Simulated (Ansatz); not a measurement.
# Every step of a relaxation of rocksalt ZrN (100), 4 layers

DFT, PBE, PAW with Ansatz's default frozen-core files, scalar-relativistic (Ansatz 0.2.0); a Γ-centred 10×10×1 k mesh, Fermi–Dirac smearing of 0.05 eV, no spin polarisation. The run relaxes the atoms in the fixed cell.

Command: `ansatz run input.yaml --threads 3 --pin off --max-ram 8192MiB --backend cpu --events-out ev --progress --plain --runs-dir out` It took 53 s on 3 threads of Intel(R) Xeon(R) 6975P-C (Granite Rapids) (shared host), peak memory 0.62 GiB.

```yaml
crystal:
  lattice:
    - [3.2489502564, 0.0, 0.0]
    - [0.0, 3.2489502564, 0.0]
    - [0.0, 0.0, 22.8921]
  atoms:
    - { symbol: Zr, position: [0.0, 0.0, 0.3494663165] }
    - { symbol: "N", position: [0.5, 0.5, 0.3494663165] }
    - { symbol: Zr, position: [0.5, 0.5, 0.4498221051] }
    - { symbol: "N", position: [0.0, 0.0, 0.4498221051] }
    - { symbol: Zr, position: [0.0, 0.0, 0.5501778943] }
    - { symbol: "N", position: [0.5, 0.5, 0.5501778943] }
    - { symbol: Zr, position: [0.5, 0.5, 0.6505336835] }
    - { symbol: "N", position: [0.0, 0.0, 0.6505336835] }
kpoints:
  mp_grid: { grid: [10, 10, 1] }
scf:
  occupations: { method: fermi_dirac, width: 0.05 }
hamiltonian:
  xc: pbe
  pseudopotentials: { kind: paw }
output:
  forces: true
  stress: true
  eigenvalues: true
  write_density: true
  write_potential: true
  elf: true
  volumetric_format: npy
relax:
  f_tol: 0.01
  max_steps: 40
efield:
  axis: 3
  amplitude: 0
  dipole_correction: true
```

Each step lists its free energy a cell above the last geometry, and Cartesian positions (Å) with forces (eV/Å).

The first step:

```
step 1  dF = 251.43 meV
  Zr 0.0000 0.0000 8.0000   0.0000 0.0000 1.4990
  N 1.6245 1.6245 8.0000   0.0000 0.0000 -0.8299
  Zr 1.6245 1.6245 10.2974   0.0000 0.0000 -0.2136
  N 0.0000 0.0000 10.2974   0.0000 0.0000 -0.7396
  Zr 0.0000 0.0000 12.5947   0.0000 0.0000 0.2136
  N 1.6245 1.6245 12.5947   0.0000 0.0000 0.7396
  Zr 1.6245 1.6245 14.8921   0.0000 0.0000 -1.4990
  N 0.0000 0.0000 14.8921   0.0000 0.0000 0.8299
```

Q: Where does the relaxation end, and by which steps?

A: After 9 geometries, with a shortest distance of 2.136 Å. The further steps:
```
step 2  dF = 226.33 meV
  Zr 0.0000 0.0000 8.1799   0.0000 0.0000 -1.6816
  N 1.6245 1.6245 7.9068   0.0000 0.0000 0.6355
  Zr 1.6245 1.6245 10.2390   0.0000 0.0000 1.0519
  N 0.0000 0.0000 10.3315   0.0000 0.0000 0.0704
  Zr 0.0000 0.0000 12.6531   0.0000 0.0000 -1.0519
  N 1.6245 1.6245 12.5606   0.0000 0.0000 -0.0704
  Zr 1.6245 1.6245 14.7122   0.0000 0.0000 1.6816
  N 0.0000 0.0000 14.9853   0.0000 0.0000 -0.6355
step 3  dF = 23.93 meV
  Zr 0.0000 0.0000 8.0829   0.0000 0.0000 0.3644
  N 1.6245 1.6245 7.9482   0.0000 0.0000 -0.1901
  Zr 1.6245 1.6245 10.2851   0.0000 0.0000 0.1494
  N 0.0000 0.0000 10.2894   0.0000 0.0000 -0.2523
  Zr 0.0000 0.0000 12.6070   0.0000 0.0000 -0.1494
  N 1.6245 1.6245 12.6027   0.0000 0.0000 0.2523
  Zr 1.6245 1.6245 14.8092   0.0000 0.0000 -0.3644
  N 0.0000 0.0000 14.9439   0.0000 0.0000 0.1901
step 4  dF = 18.60 meV
  Zr 0.0000 0.0000 8.0881   0.0000 0.0000 0.2585
  N 1.6245 1.6245 7.9236   0.0000 0.0000 0.1046
  Zr 1.6245 1.6245 10.3094   0.0000 0.0000 -0.1577
  N 0.0000 0.0000 10.2884   0.0000 0.0000 -0.2818
  Zr 0.0000 0.0000 12.5827   0.0000 0.0000 0.1577
  N 1.6245 1.6245 12.6037   0.0000 0.0000 0.2818
  Zr 1.6245 1.6245 14.8040   0.0000 0.0000 -0.2585
  N 0.0000 0.0000 14.9685   0.0000 0.0000 -0.1046
step 5  dF = 7.78 meV
  Zr 0.0000 0.0000 8.1046   0.0000 0.0000 0.0467
  N 1.6245 1.6245 7.9431   0.0000 0.0000 0.0363
  Zr 1.6245 1.6245 10.3043   0.0000 0.0000 0.0569
  N 0.0000 0.0000 10.2827   0.0000 0.0000 -0.1374
  Zr 0.0000 0.0000 12.5878   0.0000 0.0000 -0.0569
  N 1.6245 1.6245 12.6094   0.0000 0.0000 0.1374
  Zr 1.6245 1.6245 14.7875   0.0000 0.0000 -0.0467
  N 0.0000 0.0000 14.9490   0.0000 0.0000 -0.0363
step 6  dF = 3.92 meV
  Zr 0.0000 0.0000 8.1123   0.0000 0.0000 -0.0058
  N 1.6245 1.6245 7.9553   0.0000 0.0000 0.0059
  Zr 1.6245 1.6245 10.3132   0.0000 0.0000 0.0782
  N 0.0000 0.0000 10.2740   0.0000 0.0000 -0.0794
  Zr 0.0000 0.0000 12.5789   0.0000 0.0000 -0.0782
  N 1.6245 1.6245 12.6181   0.0000 0.0000 0.0794
  Zr 1.6245 1.6245 14.7798   0.0000 0.0000 0.0058
  N 0.0000 0.0000 14.9368   0.0000 0.0000 -0.0059
step 7  dF = 0.30 meV
  Zr 0.0000 0.0000 8.1180   0.0000 0.0000 -0.0206
  N 1.6245 1.6245 7.9675   0.0000 0.0000 -0.0126
  Zr 1.6245 1.6245 10.3311   0.0000 0.0000 0.0345
  N 0.0000 0.0000 10.2566   0.0000 0.0000 -0.0175
  Zr 0.0000 0.0000 12.5610   0.0000 0.0000 -0.0345
  N 1.6245 1.6245 12.6355   0.0000 0.0000 0.0175
  Zr 1.6245 1.6245 14.7741   0.0000 0.0000 0.0206
  N 0.0000 0.0000 14.9246   0.0000 0.0000 0.0126
step 8  dF = 0.05 meV
  Zr 0.0000 0.0000 8.1161   0.0000 0.0000 0.0013
  N 1.6245 1.6245 7.9675   0.0000 0.0000 -0.0057
  Zr 1.6245 1.6245 10.3373   0.0000 0.0000 -0.0135
  N 0.0000 0.0000 10.2490   0.0000 0.0000 0.0096
  Zr 0.0000 0.0000 12.5548   0.0000 0.0000 0.0135
  N 1.6245 1.6245 12.6431   0.0000 0.0000 -0.0096
  Zr 1.6245 1.6245 14.7760   0.0000 0.0000 -0.0013
  N 0.0000 0.0000 14.9246   0.0000 0.0000 0.0057
step 9  dF = 0.00 meV
  Zr 0.0000 0.0000 8.1151   0.0000 0.0000 0.0003
  N 1.6245 1.6245 7.9652   0.0000 0.0000 0.0014
  Zr 1.6245 1.6245 10.3343   0.0000 0.0000 0.0065
  N 0.0000 0.0000 10.2509   0.0000 0.0000 0.0035
  Zr 0.0000 0.0000 12.5578   0.0000 0.0000 -0.0065
  N 1.6245 1.6245 12.6412   0.0000 0.0000 -0.0035
  Zr 1.6245 1.6245 14.7770   0.0000 0.0000 -0.0003
  N 0.0000 0.0000 14.9269   0.0000 0.0000 -0.0014
```
